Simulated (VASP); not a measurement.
These are LDA (Ceperley-Alder, Perdew-Zunger), VASP's LDA PAW potentials (set 64) (plane waves; VASP) values and carry that method's errors.

A VASP calculation is set up with these files.

### INCAR
```
SYSTEM = CsI
PREC = Accurate; ENCUT = 520; LREAL = .FALSE.
LASPH = .TRUE.
EDIFF = 1E-7; NELM = 100; ALGO = Normal
LMAXMIX = 4
ISMEAR = 0; SIGMA = 0.05
ISIF = 2
LWAVE = .FALSE.; LCHARG = .FALSE.
```

File POSCAR:
```
CsI
8.9913060
  0.5000000125   0.0000000000   0.0000000000
  0.0000000000   0.5000000125   0.0000000000
  0.0000000000   0.0000000000   0.5000000125
Cs I
1 1
direct
  0.0000000000   0.0000000000   0.0000000000
  0.5000000000   0.5000000000   0.5000000000
```

File KPOINTS:
```
Automatic mesh
0
Gamma
6 6 6
0 0 0
```

POTCAR, in this order: Cs_sv I (LDA.64 set). Program: vasp_std.

Output

File OSZICAR:
```
       N       E                     dE             d eps       ncg     rms          rms(c)
DAV:   1     0.874240650298E+02    0.87424E+02   -0.64109E+03   480   0.112E+03
DAV:   2     0.845743837394E+00   -0.86578E+02   -0.81732E+02   700   0.168E+02
DAV:   3    -0.620406840265E+01   -0.70498E+01   -0.70188E+01   604   0.543E+01
DAV:   4    -0.631169571684E+01   -0.10763E+00   -0.10760E+00   560   0.804E+00
DAV:   5    -0.631328935242E+01   -0.15936E-02   -0.15936E-02   600   0.991E-01    0.162E+00
DAV:   6    -0.620178782563E+01    0.11150E+00   -0.14549E-01   524   0.185E+00    0.119E+00
DAV:   7    -0.617350962010E+01    0.28278E-01   -0.10433E-01   532   0.157E+00    0.471E-01
DAV:   8    -0.617286190180E+01    0.64772E-03   -0.61756E-03   576   0.491E-01    0.104E-01
DAV:   9    -0.617279566858E+01    0.66233E-04   -0.42653E-04   540   0.147E-01    0.675E-02
DAV:  10    -0.617282001462E+01   -0.24346E-04   -0.88597E-05   588   0.481E-02    0.160E-02
DAV:  11    -0.617281595508E+01    0.40595E-05   -0.36762E-05   544   0.306E-02    0.306E-03
DAV:  12    -0.617281572122E+01    0.23387E-06   -0.24058E-06   580   0.986E-03    0.591E-04
DAV:  13    -0.617281573523E+01   -0.14007E-07   -0.10167E-07   396   0.237E-03
   1 F= -.61728157E+01 E0= -.61728157E+01  d E =-.742527E-15
```

**OUTCAR**
```
------------------------ aborting loop because EDIFF is reached ----------------------------------------
  FORCE on cell =-STRESS in cart. coord.  units (eV):
  Direction    XX          YY          ZZ          XY          YZ          ZX
  --------------------------------------------------------------------------------------
  Total       -0.4865948     -0.4865948     -0.4865948      0.0000000      0.0000000     -0.0000000
  in kB       -8.5802438     -8.5802438     -8.5802438      0.0000000      0.0000000     -0.0000000
  external PRESSURE =      -8.5802438 kB  Pullay stress =       0.0000000 kB
  volume of cell :       90.86
      direct lattice vectors                 reciprocal lattice vectors
     4.495653112  0.000000000  0.000000000     0.222437091  0.000000000  0.000000000
     0.000000000  4.495653112  0.000000000     0.000000000  0.222437091  0.000000000
     0.000000000  0.000000000  4.495653112     0.000000000  0.000000000  0.222437091
 POSITION                                       TOTAL-FORCE (eV/Angst)
 -----------------------------------------------------------------------------------
      0.00000      0.00000      0.00000         0.000000      0.000000      0.000000
      2.24783      2.24783      2.24783         0.000000      0.000000      0.000000
 -----------------------------------------------------------------------------------
    total drift:                               -0.000000      0.000000      0.000000
  FREE ENERGIE OF THE ION-ELECTRON SYSTEM (eV)
  ---------------------------------------------------
  free  energy   TOTEN  =        -6.1728157352 eV

  energy  without entropy=       -6.1728157352  energy(sigma->0) =       -6.17281574
```
(Selected blocks of OUTCAR.)

The compound is CsI in the CsCl type structure. This cell is one point of a volume scan, at 1.06 of the reference volume.
